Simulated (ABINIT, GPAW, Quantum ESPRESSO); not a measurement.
Co: programs and potentials compared

```
Co
1.0
     2.48736    0.00000    0.00000
    -1.24368    2.15412    0.00000
     0.00000    0.00000   25.07809
Co
6
Direct
  0.66667 0.33333 0.29907
  0.33333 0.66667 0.37688
  0.66667 0.33333 0.46109
  0.33333 0.66667 0.53891
  0.66667 0.33333 0.62312
  0.33333 0.66667 0.70093
```

Alike in all runs: functional PBE; k mesh 12 × 12 × 1; occupations fermi-dirac, width 0.05 eV; collinear spin, ferromagnetic start; no spin-orbit coupling.

| program and potentials | plane-wave cutoff (eV) | notes | band gap (eV) | net moment per atom (μB) | largest force (eV/Å) |
| --- | --- | --- | --- | --- | --- |
| ABINIT, JTH PAW PBE v2.0 | 707 | 17 valence electrons an atom on average | no gap | 1.67 | 0.414 |
| GPAW, GPAW PAW data sets (gpaw-data 1.2.1) | 450 | 9 valence electrons an atom on average | no gap | 1.67 | 0.458 |
| Quantum ESPRESSO, PseudoDojo 0.4.1 SR PBE standard | 1306 | 17 valence electrons an atom on average | ? | ? | ? |

Question: Estimate from the other rows what the run with Quantum ESPRESSO, PseudoDojo 0.4.1 SR PBE standard gave.

Answer: No band gap; net moment per atom 1.69 μB; largest force 0.410 eV/Å. The other rows, which needn't bracket it: net moment per atom 1.67; largest force 0.414 to 0.458.
